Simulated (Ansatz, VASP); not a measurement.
## One calculation of LiCl, two programs

```
CELL_PARAMETERS angstrom
0.00000 2.48172 2.48172
2.48172 0.00000 2.48172
2.48172 2.48172 0.00000
ATOMIC_POSITIONS crystal
Li 0.00000 0.00000 0.00000
Cl 0.50000 0.50000 0.50000
```

The cell was built by a generator and isn't the measured one.

Alike in both runs: task single point; functional LDA; k mesh 6 × 6 × 6; occupations gaussian, width 0.05 eV; no spin polarisation.

|  | VASP | Ansatz |
| --- | --- | --- |
| version | VASP 6.6.1 | Ansatz 0.2.0 |
| potentials or method | VASP PAW LDA potentials, release 64 (Li_sv, Cl) | scalar-relativistic, plane waves, PAW |
| plane-wave cutoff (eV) | 520 | 420 |
| valence electrons in the cell | 10 | 10 |

```tsv
	VASP	Ansatz	Ansatz less VASP
gap on the k mesh at the Fermi level (eV)	6.51	6.49	-0.025
least direct gap on the mesh (eV)	6.62	6.60	-0.020
```

 As with any semilocal functional, this LDA gap is likely too small. A k mesh can miss the band edges.
